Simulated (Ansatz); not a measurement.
# GaN (P6_3mc) in Ansatz: a series of runs

The runs below take GaN through band structure, with rPW86-PBE, PBE.

Program: Ansatz 0.2.0. These are calculated values, not measurements. Logs are shortened: lines on timing, memory, paths and dates and some standing lists are left out, and cuts for length are marked.

**Experimental background.**

“Studying electronic properties in GaN without electrical contacts using γ-γ vs e−-γ Perturbed Angular Correlations”, 2019, pmc:6823545 quotes, for a bulk crystal of GaN: band gap 3.503 ± 0.005 eV (direct).

The results are compared with them further down.

## Step 1: The crystal as given

The structure is hexagonal, space group P6_3mc (No. 186). The conventional cell has a = 3.180 Å, b = 3.180 Å, c = 5.166 Å, α = 90.00°, β = 90.00°, γ = 120.00°. Ga (site symmetry 3m) has 4 N at 1.94 to 1.95 Å as nearest neighbours. Around N (site symmetry 3m) lie 4 Ga at 1.94 to 1.95 Å.

## Step 2: Band structure, rPW86-PBE

input.yaml

```yaml
crystal:
  lattice:
    - [3.18, 0.0, 0.0]
    - [-1.59, 2.753960784, 0.0]
    - [0.0, 0.0, 5.166]
  atoms:
    - { symbol: Ga, position: [0.6666666667, 0.3333333333, 0.5] }
    - { symbol: Ga, position: [0.3333333333, 0.6666666667, 0.0] }
    - { symbol: "N", position: [0.6666666667, 0.3333333333, 0.875] }
    - { symbol: "N", position: [0.3333333333, 0.6666666667, 0.375] }
hamiltonian:
  xc: { exchange: rpw86, correlation: pbe }
  pseudopotentials: { kind: paw }
kpoints:
  mp_grid: { grid: [10, 10, 5] }
  band_path:
    path:
      - [[0.0, 0.0, 0.0], [0.5, 0.0, 0.0], [0.3333333333, 0.3333333333, 0.0], [0.0, 0.0, 0.0], [0.0, 0.0, 0.5], [0.5, 0.0, 0.5], [0.3333333333, 0.3333333333, 0.5], [0.0, 0.0, 0.5]]
      - [[0.5, 0.0, 0.5], [0.5, 0.0, 0.0]]
      - [[0.3333333333, 0.3333333333, 0.0], [0.3333333333, 0.3333333333, 0.5]]
    npoints: 14
scf:
  occupations: { method: fermi_dirac, width: 0.05 }
  n_extra_bands: 10
output:
  forces: true
  stress: true
  eigenvalues: true
  fatbands: true
```

Potentials or basis: Ansatz PAW.

Run with:

```sh
ansatz run input.yaml --threads 2 --pin off --max-ram 5120MiB --backend cpu --events-out ev --progress --plain --runs-dir out
```

Log:

```text
Warning: RAYON_NUM_THREADS=2 ignored (pool sized by the plan → 2); use --threads N
scf.n_extra_bands = 10 over 18 filled bands (N_el = 36.0): the run solves 28 bands
Engine: ansatz 0.2.0, x86_64-unknown-linux-gnu
Pseudopotentials: kind: paw
Pseudopotential: Ga, paw, valence charge 13, recommended cutoff 420 eV (normal), Ga.paw.azcp
Pseudopotential: N, paw, valence charge 5, recommended cutoff 420 eV (normal), N.paw.azcp
Functional definition: unnamed
  exchange = rpw86_x
  correlation = pbe_c
Crystal: 4 atoms, lattice volume = 45.242 Å³
Basis set: ecut = 420 eV, 881 PW (Γ), exchange–correlation on 48×48×72 points (8 copies of the dense FFT grid, shifted against one another)
Bands: 28, of which v1, the nominal top of the filled ones, is band 18 counted from 1 (17 counted from 0)
Symmetry: 12 space group operations
Space group: P63mc (ITA 186), of the structure as read, at distance tolerance 3.6e-5 Å
k-points: 42 of 500 (time reversal used)
Non-local potential: Ga, projectors of the file, l = 0: 2, l = 1: 2, l = 2: 3, l = 3: 1
Non-local potential: N, projectors of the file, l = 0: 2, l = 1: 2, l = 2: 1
PAW form: soft (Blöchl's): semilocal exchange-correlation on the pseudo side does not see the compensation charge
PAW frozen core: Ga, regenerated for the run's functional, and the local potential with it (the file was generated under x = pbe(κ = 0.804, μ = 0.2195149727645171), c = pbe(β = 0.06672455060314922))
PAW frozen core: N, regenerated for the run's functional, and the local potential with it (the file was generated under x = pbe(κ = 0.804, μ = 0.2195149727645171), c = pbe(β = 0.06672455060314922))
PAW one-centre angular grid: Ga, 590 points (default); XC on 64 Gauss nodes
PAW one-centre angular grid: N, 110 points (default); XC on 64 Gauss nodes
Initial density: superposition of atomic densities (neutral atoms: chi_scale 0, normalization atom), corrected by the library's trained network
Initial wavefunctions: pseudopotential atomic-orbital guess
Functional: x = rpw86, c = pbe(β = 0.06672455060314922)
SCF iter   1: F=—  HF=-8405.623070 eV  |F-HF|=—  |Δ(HF+E_count)|=         —  Δρ=1.66e-2  dr2=9.92e-2  ethr=1.77e-3  ⟨swp⟩=5.0  Hψ=4757  notcnv=0  defer=12
preconditioner: auto → Resta (q_TF=auto, 2.626 Å⁻¹)  ε∞=3.7  [insulator: Δε(μ)=2.065 eV  Ē_g=20.070 eV  σ=0.050 eV  W_gap=1.00  n_scr=22 (ndim 8)  ℏωp=33.1 eV  f_vac=0.008  D(μ)=0.00/eV (n_scr^D=0)  ε∞_Penn≈3.7]
SCF iter   2: F=—  HF=-8405.591920 eV  |F-HF|=—  |Δ(HF+E_count)|=   3.11e-2  Δρ=6.48e-3  dr2=1.76e-2  ethr=2.76e-4  ⟨swp⟩=2.2  Hψ=2453  notcnv=0  defer=96
SCF iter   3: F=—  HF=-8405.587144 eV  |F-HF|=—  |Δ(HF+E_count)|=   4.78e-3  Δρ=2.41e-3  dr2=2.40e-3  ethr=4.88e-5  ⟨swp⟩=3.0  Hψ=2116  notcnv=0  defer=96
SCF iter   4: F=—  HF=-8405.586376 eV  |F-HF|=—  |Δ(HF+E_count)|=   7.68e-4  Δρ=5.88e-4  dr2=1.22e-4  ethr=6.68e-6  ⟨swp⟩=3.0  Hψ=1827  notcnv=0  defer=96
SCF iter   5: F=—  HF=-8405.586369 eV  |F-HF|=—  |Δ(HF+E_count)|=   6.68e-6  Δρ=6.32e-5  dr2=1.42e-6  ethr=3.38e-7  ⟨swp⟩=2.4  Hψ=1706  notcnv=0  defer=96
SCF iter   6: F=—  HF=-8405.586292 eV  |F-HF|=—  |Δ(HF+E_count)|=   7.79e-5  Δρ=2.16e-5  dr2=1.04e-7  ethr=2.78e-10  ⟨swp⟩=8.9  Hψ=6490  notcnv=0
SCF iter   7: F=-8405.586292 eV  HF=-8405.586292 eV  |F-HF|=4.00e-9  |Δ(HF+E_count)|=   1.74e-7  Δρ=3.54e-6  dr2=4.44e-9  ethr=2.78e-10  ⟨swp⟩=5.0  Hψ=4262  notcnv=0
SCF 1 converged in 7 iterations: F = -8405.586292 eV  dr2 = 4.44e-9
NSCF: frozen V_eff on 129 k-points
SCF converged after 7 iterations
Free energy (F): -8405.586292 eV
Harris-Foulkes:  -8405.586292 eV  (|F-HF|=4.00e-9)
Internal energy: -8405.586292 eV  (E = F + TS)
E sigma→0 (E₀):  -8405.586292 eV
Fermi energy:    10.964273 eV
--- Per-component energies (eV) ---
  E_band       = -2.204507
  E_kinetic    = 497.952274
  E_local      = -3881.992049  (includes V_loc(G=0)·N_el)
  E_nonlocal   = 942.473328
  E_hartree    = 1793.194650
  E_xc         = -261.358592
  E_vxc        = -269.629547  (∫ρ·V_xc dr)
  E_paw        = -4310.104810  (= ΣΔE_a)
  E_vpaw       = -877.397998  (= ΣTr[D̂ρ^β])
  E_aug_tail   = 0.000022  (compensation charges beyond the density's cutoff)
  E_ewald      = -3183.826728
  E_core_change = -1.924387  (= ΣΔE_core)
  E_smearing   = -0.000000  (= −TS)
  E_closure    = -0.000000  (closes the sum)
  Σ components = -8405.586292   (vs F -8405.586292, Δ=0.00e0)
--- Forces (eV/Å), atoms counted from 1 ---
  atom   1  Ga     0.00000000    -0.00000000    -0.13011642
  atom   2  Ga     0.00000000     0.00000000    -0.13011642
  atom   3  N      0.00000000    -0.00000000     0.13007695
  atom   4  N      0.00000000     0.00000000     0.13007695
  max |Σ_I F_I| component: 7.89e-5 eV/Å
--- Stress (GPa, compression-positive) ---
       12.310220       0.000000       0.000000
       -0.000000      12.310220       0.000000
        0.000000       0.000000      14.866341
  P = ⅓ Tr σ = 13.1623 GPa (131.623 kbar)
--- Band table (eV; the first three rows and the last of 42) ---
  k-point 0: bands = ["-6.0831", "-5.1795", "-3.5849", "-3.5637", "-3.5637", "-3.4997", "-3.4997", "-3.3110", "-3.3110", "-3.2099", "-3.2099", "-1.9315", "2.8468", "8.8881", "8.8881", "9.8812", "9.9420", "9.9420", "11.9138", "14.2291", "19.2300", "19.8727", "19.8727", "20.7949", "21.7157", "21.7157", "24.7672", "25.8058"]
  k-point 1: bands = ["-5.9677", "-5.2230", "-3.5614", "-3.5614", "-3.5503", "-3.5093", "-3.5093", "-3.2978", "-3.2978", "-3.2163", "-3.2163", "-2.3243", "3.5615", "8.8205", "8.9842", "8.9842", "9.8368", "9.8368", "12.7861", "14.3041", "18.9651", "19.9293", "19.9293", "19.9361", "21.3689", "21.3689", "25.1300", "26.3305"]
  k-point 2: bands = ["-5.6801", "-5.3858", "-3.5511", "-3.5511", "-3.5311", "-3.5311", "-3.3920", "-3.2673", "-3.2673", "-3.2363", "-3.2363", "-2.9786", "5.1646", "7.0334", "9.2396", "9.2396", "9.5654", "9.5654", "13.8900", "14.3609", "18.5325", "18.7821", "20.1821", "20.1821", "20.7073", "20.7073", "25.9248", "27.0084"]
  k-point 41: bands = ["-5.0338", "-5.0174", "-3.4712", "-3.4493", "-3.4357", "-3.3850", "-3.2996", "-3.2971", "-3.2606", "-3.2514", "-1.6133", "-1.4906", "3.7370", "3.8685", "5.5876", "6.3246", "8.1391", "8.4313", "16.3259", "16.3294", "17.3398", "17.8693", "18.9121", "19.1042", "23.1006", "23.7224", "24.3593", "25.1741"]
```

bands.tsv:

```text
[... 149 lines left out ...]
8.014146	-15.981008	-15.981008	-14.408860	-14.408860	-14.407321	-14.375820	-14.254287	-14.253745	-14.229460	-14.229460	-12.463396	-12.463396	-7.211551	-7.211551	-5.322418	-5.045797	-2.541497	-2.541497	5.516617	5.516617	6.219675	6.580089	8.036930	8.036930	12.959676	13.150442	13.150442	13.395972
8.057583	-15.980405	-15.980405	-14.409607	-14.409607	-14.391423	-14.391423	-14.254272	-14.254272	-14.229057	-14.229057	-12.463224	-12.463224	-7.219170	-7.219170	-5.186251	-5.186251	-2.523855	-2.523855	5.497497	5.497497	6.406701	6.406701	8.032911	8.032911	13.162255	13.162255	13.163052	13.163052
```

Wall time 16 s (2 threads of Intel Xeon at 2.50GHz (Skylake/Cascade Lake), shared host); peak memory 0.39 GiB.

Results:

```yaml
Free_energy: -8405.5863 eV
Pressure: 13.2 GPa
Largest_force: 0.130 eV/Å
Band_gap_on_the_k_mesh: 1.97 eV, direct
Band_gap_along_the_path: 1.97 eV, direct
```

Forces on the atoms (eV/Å):
```
Ga   0.000  0.000 -0.130
Ga   0.000  0.000 -0.130
N    0.000  0.000  0.130
N    0.000  0.000  0.130
```

Stress tensor (GPa, compression positive):
```
12.31  0.00  0.00
 0.00 12.31  0.00
 0.00  0.00 14.87
```

Levels at the corners of the path, in eV from the valence-band top:
```tsv
point	band 16	band 17	band 18	band 19	band 20	band 21
Γ	-0.06	0.00	0.00	1.97	4.29	9.29
M	-2.76	-2.22	-0.98	5.15	5.62	6.14
K	-3.00	-3.00	-2.68	5.28	7.77	7.77
Γ	-0.06	0.00	0.00	1.97	4.29	9.29
A	-0.54	-0.54	-0.54	4.28	4.28	8.58
L	-1.94	-1.91	-1.91	4.50	4.50	7.84
H	-4.16	-1.50	-1.50	6.52	6.52	7.43
A	-0.54	-0.54	-0.54	4.28	4.28	8.58
L	-1.94	-1.91	-1.91	4.50	4.50	7.84
M	-2.76	-2.22	-0.98	5.15	5.62	6.14
K	-3.00	-3.00	-2.68	5.28	7.77	7.77
H	-4.16	-1.50	-1.50	6.52	6.52	7.43
```

Caveat: the pressure holds a Pulay correction of +0.6 GPa for the finite cutoff; the PAW data sets come from PBE, with cores solved anew for the run's functional, which leaves a small shift of forces and pressure.

## Step 3: Band structure, PBE

input.yaml: that of step 2 with these lines changed.

```diff
@@ -11,4 +11,4 @@
 hamiltonian:
-  xc: { exchange: rpw86, correlation: pbe }
-  pseudopotentials: { kind: paw }
+  xc: pbe
+  pseudopotentials: { kind: paw, core: small }
 kpoints:
@@ -28,2 +28,2 @@
   eigenvalues: true
-  fatbands: true
+  fatbands: false
```

Potentials or basis: Ansatz PAW.

Run with:

```sh
ansatz run input.yaml --threads 2 --pin off --max-ram 5120MiB --backend cpu --events-out ev --progress --plain --runs-dir out
```

Log:

```text
Warning: of Ga the run reads no dataset of the core that `hamiltonian.pseudopotentials.core` asks for: this build lists none beside the file that it uses, or the input names that file
Warning: RAYON_NUM_THREADS=2 ignored (pool sized by the plan → 2); use --threads N
scf.n_extra_bands = 10 over 18 filled bands (N_el = 36.0): the run solves 28 bands
Engine: ansatz 0.2.0, x86_64-unknown-linux-gnu
Pseudopotentials: kind: paw
Pseudopotential: Ga, paw, valence charge 13, recommended cutoff 420 eV (normal), Ga.paw.azcp
Pseudopotential: N, paw, valence charge 5, recommended cutoff 420 eV (normal), N.paw.azcp
Functional definition: PBE
  parameter kappa = 0.804
  parameter beta = 0.06672455060314922
  exchange = pbe_x(kappa = kappa, mu = beta*pi^2/3)
  correlation = pbe_c(beta = beta)
Crystal: 4 atoms, lattice volume = 45.242 Å³
Basis set: ecut = 420 eV, 881 PW (Γ), exchange–correlation on 48×48×72 points (8 copies of the dense FFT grid, shifted against one another)
Bands: 28, of which v1, the nominal top of the filled ones, is band 18 counted from 1 (17 counted from 0)
Symmetry: 12 space group operations
Space group: P63mc (ITA 186), of the structure as read, at distance tolerance 3.6e-5 Å
k-points: 42 of 500 (time reversal used)
Non-local potential: Ga, projectors of the file, l = 0: 2, l = 1: 2, l = 2: 3, l = 3: 1
Non-local potential: N, projectors of the file, l = 0: 2, l = 1: 2, l = 2: 1
PAW form: soft (Blöchl's): semilocal exchange-correlation on the pseudo side does not see the compensation charge
PAW one-centre angular grid: Ga, 590 points (default); XC on 64 Gauss nodes
[... 28 lines left out ...]
  E_vxc        = -268.793706  (∫ρ·V_xc dr)
  E_paw        = -4240.757545  (= ΣΔE_a)
  E_vpaw       = -874.745867  (= ΣTr[D̂ρ^β])
  E_aug_tail   = 0.000054  (compensation charges beyond the density's cutoff)
  E_ewald      = -3183.826728
  E_smearing   = -0.000000  (= −TS)
  E_closure    = 0.000000  (closes the sum)
  Σ components = -8335.796332   (vs F -8335.796332, Δ=0.00e0)
--- Forces (eV/Å), atoms counted from 1 ---
  atom   1  Ga     0.00000000    -0.00000000    -0.13701989
  atom   2  Ga     0.00000000     0.00000000    -0.13701989
  atom   3  N      0.00000000    -0.00000000     0.13701261
  atom   4  N      0.00000000     0.00000000     0.13701261
  max |Σ_I F_I| component: 1.46e-5 eV/Å
--- Stress (GPa, compression-positive) ---
        6.577842      -0.000000      -0.000000
        0.000000       6.577842       0.000000
       -0.000000       0.000000       8.729493
  P = ⅓ Tr σ = 7.2951 GPa (72.951 kbar)
--- Band table (eV; the first three rows and the last of 42) ---
  k-point 0: bands = ["-6.2152", "-5.2787", "-3.6527", "-3.6314", "-3.6314", "-3.5673", "-3.5673", "-3.3756", "-3.3756", "-3.2739", "-3.2739", "-2.0133", "2.7083", "8.7901", "8.7901", "9.7924", "9.8519", "9.8519", "11.8163", "14.1548", "19.1049", "19.7819", "19.7819", "20.7054", "21.6220", "21.6220", "24.4574", "25.5014"]
  k-point 1: bands = ["-6.0980", "-5.3256", "-3.6291", "-3.6291", "-3.6194", "-3.5770", "-3.5770", "-3.3623", "-3.3623", "-3.2803", "-3.2803", "-2.4085", "3.4303", "8.7233", "8.8869", "8.8869", "9.7460", "9.7460", "12.6955", "14.2293", "18.8382", "19.8261", "19.8304", "19.8304", "21.2651", "21.2651", "24.8516", "26.0383"]
  k-point 2: bands = ["-5.8039", "-5.4982", "-3.6189", "-3.6189", "-3.5988", "-3.5988", "-3.4659", "-3.3316", "-3.3316", "-3.3004", "-3.3004", "-3.0599", "5.0454", "6.9256", "9.1444", "9.1444", "9.4728", "9.4728", "13.8071", "14.2843", "18.4036", "18.6576", "20.0709", "20.0709", "20.5933", "20.5933", "25.6740", "26.7748"]
  k-point 41: bands = ["-5.1301", "-5.1127", "-3.5389", "-3.5172", "-3.5034", "-3.4518", "-3.3649", "-3.3624", "-3.3256", "-3.3164", "-1.6983", "-1.5757", "3.6401", "3.7702", "5.4373", "6.1817", "8.0379", "8.3347", "16.1734", "16.2086", "17.2010", "17.7093", "18.8477", "19.0391", "22.9209", "23.6244", "24.2570", "24.9939"]
```

bands.tsv:

```text
[... 149 lines left out ...]
8.014146	-15.982539	-15.982539	-14.382965	-14.382965	-14.380770	-14.348998	-14.225351	-14.224838	-14.200865	-14.200865	-12.454344	-12.454344	-7.213096	-7.213096	-5.381774	-5.101764	-2.543309	-2.543309	5.497069	5.497069	6.119928	6.488285	8.083319	8.083319	12.802793	13.220354	13.220354	13.233542
8.057583	-15.981922	-15.981922	-14.383728	-14.383728	-14.364738	-14.364738	-14.225354	-14.225354	-14.200460	-14.200460	-12.454179	-12.454179	-7.220835	-7.220835	-5.243979	-5.243979	-2.525264	-2.525264	5.476796	5.476796	6.311157	6.311157	8.080142	8.080142	13.002301	13.002301	13.233471	13.233471
```

Run time: 12 s. Hardware: 2 threads of Intel Xeon at 2.50GHz (Skylake/Cascade Lake), shared host; peak memory 0.39 GiB.

What came out:

```
Free energy             : -8335.7963 eV
Pressure                : 7.3 GPa
Largest force           : 0.137 eV/Å
Band gap on the k mesh  : 1.96 eV, direct
Band gap along the path : 1.96 eV, direct
```

Forces in eV/Å, atoms in the order of the input:
```
Ga   0.000  0.000 -0.137
Ga   0.000  0.000 -0.137
N    0.000  0.000  0.137
N    0.000  0.000  0.137
```

Levels at the corners of the path, in eV from the valence-band top:
| point | band 16 | band 17 | band 18 | band 19 | band 20 | band 21 |
| --- | --- | --- | --- | --- | --- | --- |
| Γ | -0.06 | 0.00 | 0.00 | 1.96 | 4.30 | 9.25 |
| M | -2.78 | -2.26 | -0.99 | 5.08 | 5.61 | 6.08 |
| K | -3.04 | -3.04 | -2.72 | 5.13 | 7.87 | 7.87 |
| Γ | -0.06 | 0.00 | 0.00 | 1.96 | 4.30 | 9.25 |
| A | -0.54 | -0.54 | -0.54 | 4.29 | 4.29 | 8.55 |
| L | -1.96 | -1.93 | -1.93 | 4.43 | 4.43 | 7.84 |
| H | -4.23 | -1.51 | -1.51 | 6.50 | 6.50 | 7.33 |
| A | -0.54 | -0.54 | -0.54 | 4.29 | 4.29 | 8.55 |
| L | -1.96 | -1.93 | -1.93 | 4.43 | 4.43 | 7.84 |
| M | -2.78 | -2.26 | -0.99 | 5.08 | 5.61 | 6.08 |
| K | -3.04 | -3.04 | -2.72 | 5.13 | 7.87 | 7.87 |
| H | -4.23 | -1.51 | -1.51 | 6.50 | 6.50 | 7.33 |

Caveat: the pressure holds a Pulay correction of +0.5 GPa for the finite cutoff.

## Step 4: Band structure, PBE

input.yaml: that of step 3 with these lines changed.

```diff
@@ -12,3 +12,3 @@
   xc: pbe
-  pseudopotentials: { kind: paw, core: small }
+  pseudopotentials: { kind: nc, source: spms }
 kpoints:
@@ -29 +29,5 @@
   fatbands: false
+  write_density: true
+  write_potential: true
+  elf: true
+  volumetric_format: npy
```

Potentials or basis: SPMS NC.

Run with:

```sh
ansatz run input.yaml --threads 2 --pin off --max-ram 5120MiB --backend cpu --events-out ev --progress --plain --runs-dir out
```

Wall time 29 s (2 threads of Intel Xeon at 2.50GHz (Skylake/Cascade Lake), shared host); peak memory 0.62 GiB.

The run converged. Its results:

```yaml
Free_energy: -4584.2062 eV
Pressure: 7.9 GPa
Largest_force: 0.138 eV/Å
Band_gap_on_the_k_mesh: 2.01 eV, direct
Band_gap_along_the_path: 2.01 eV, direct
```

Forces on the atoms (eV/Å):
```
Ga   0.000  0.000 -0.138
Ga   0.000  0.000 -0.138
N    0.000  0.000  0.138
N    0.000  0.000  0.138
```

Stress tensor (GPa, compression positive):
```
7.18 0.00 0.00
0.00 7.18 0.00
0.00 0.00 9.34
```

Levels at the corners of the path, in eV from the valence-band top:
```
point  band 14  band 15  band 16  band 17  band 18  band 19  band 20  band 21  band 22  band 23
    Γ    -1.06    -1.06    -0.06     0.00     0.00     2.01     4.34     9.27     9.97     9.97
    M    -5.28    -4.26    -2.77    -2.26    -0.98     5.11     5.64     6.10     8.69    10.43
    K    -5.34    -5.33    -3.03    -3.03    -2.71     5.16     7.90     7.90     8.45     9.95
    Γ    -1.06    -1.06    -0.06     0.00     0.00     2.01     4.34     9.27     9.97     9.97
    A    -3.87    -0.54    -0.54    -0.54    -0.54     4.33     4.33     8.58     8.58    10.49
    L    -6.63    -1.95    -1.95    -1.92    -1.92     4.46     4.46     7.87     7.87    10.05
    H    -6.19    -4.22    -4.22    -1.50    -1.50     6.53     6.53     7.35     7.35     9.12
    A    -3.87    -0.54    -0.54    -0.54    -0.54     4.33     4.33     8.58     8.58    10.49
    L    -6.63    -1.95    -1.95    -1.92    -1.92     4.46     4.46     7.87     7.87    10.05
    M    -5.28    -4.26    -2.77    -2.26    -0.98     5.11     5.64     6.10     8.69    10.43
    K    -5.34    -5.33    -3.03    -3.03    -2.71     5.16     7.90     7.90     8.45     9.95
    H    -6.19    -4.22    -4.22    -1.50    -1.50     6.53     6.53     7.35     7.35     9.12
```

## Step 5: Summary

```tsv
level	potentials or basis	cutoff (eV)	gap on the mesh (eV)	pressure (GPa)	largest force (eV/Å)
rPW86-PBE	Ansatz PAW	420	1.97	13.2	0.13
PBE	Ansatz PAW	420	1.96	7.3	0.14
PBE	SPMS NC	1034	2.01	7.9	0.14
```

Alike in all rows: task band structure; no spin polarisation; cell as given; k mesh 10 × 10 × 5; smearing fermi-dirac 0.05 eV.

Caveats: the PAW data sets come from PBE, with cores solved anew for the run's functional, which leaves a small shift of forces and pressure (some runs).

Total energies depend on the potentials used, so only differences within one code and one set of settings carry meaning.

## Step 6: Comparison with measurements

Step 2. A measured gap of GaN is 3.503 eV (direct; quoted in “Studying electronic properties in GaN without electrical contacts using γ-γ vs e−-γ Perturbed Angular Correlations”, 2019, pmc:6823545); the calculated 1.97 eV misses it by -1.53 eV. Spin-orbit coupling on Ga is left out. The value is that of rPW86-PBE, without temperature or zero-point motion.

Step 3. Measured gap of GaN: 3.503 eV (direct; quoted in “Studying electronic properties in GaN without electrical contacts using γ-γ vs e−-γ Perturbed Angular Correlations”, 2019, pmc:6823545). This calculation gives 1.96 eV (-1.54 eV). Spin-orbit coupling on Ga is left out. The value is that of PBE, without temperature or zero-point motion. Semilocal functionals fall short of measured gaps as a rule.

Step 4. Against the measured gap of GaN, 3.503 eV (direct; quoted in “Studying electronic properties in GaN without electrical contacts using γ-γ vs e−-γ Perturbed Angular Correlations”, 2019, pmc:6823545), the calculated 2.01 eV is off by -1.49 eV. Spin-orbit coupling on Ga is left out. The value is that of PBE, without temperature or zero-point motion. Semilocal functionals fall short of measured gaps as a rule.
